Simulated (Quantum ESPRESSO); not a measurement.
# ZnS (Wurtzite-2H): equation of state with PBE

ZnS (Wurtzite-2H):

```xyz
4
Lattice="3.8110 0.0000 0.0000 -1.9055 3.3004 0.0000 0.0000 0.0000 6.2340" Properties=species:S:1:pos:R:3 pbc="T T T"
Zn    1.9055    1.1001    3.1170
Zn    0.0000    2.2003    0.0000
S     1.9055    1.1001    5.5171
S     0.0000    2.2003    2.4001
```

```
Program             : Quantum ESPRESSO 7.5
Task                : equation of state
Functional          : PBE
Potentials or basis : SSSP 1.3 efficiency PBE
Cutoff              : 748 eV
Density cutoff      : 5987 eV
k mesh              : 8 × 8 × 5
Occupations         : fermi-dirac, width 0.05 eV
Spin                : no spin polarisation
Mixing beta         : 0.5
Most SCF iterations : 120
SCF threshold       : 8e-10 Ry
```

| Item | Value |
| --- | --- |
| Equilibrium volume | 20.26 Å³/atom |
| Bulk modulus at fixed shape and positions | 69 GPa |
| Pressure derivative of the bulk modulus | 4.4 |

Energy against volume, from the lowest point:
| volume (Å³/atom) | energy (meV/atom) |
| --- | --- |
| 18.427 | 42.19 |
| 18.819 | 25.05 |
| 19.211 | 12.73 |
| 19.603 | 4.73 |
| 19.995 | 0.61 |
| 20.387 | 0.00 |
| 20.779 | 2.54 |

All runs of the series together: 5.2 min on 2 threads of Arm Neoverse V2 (shared host).

Caveat: the cell was scaled at fixed shape and fractional positions, which overstates the stiffness of a crystal with free parameters, most of all of layers and chains.
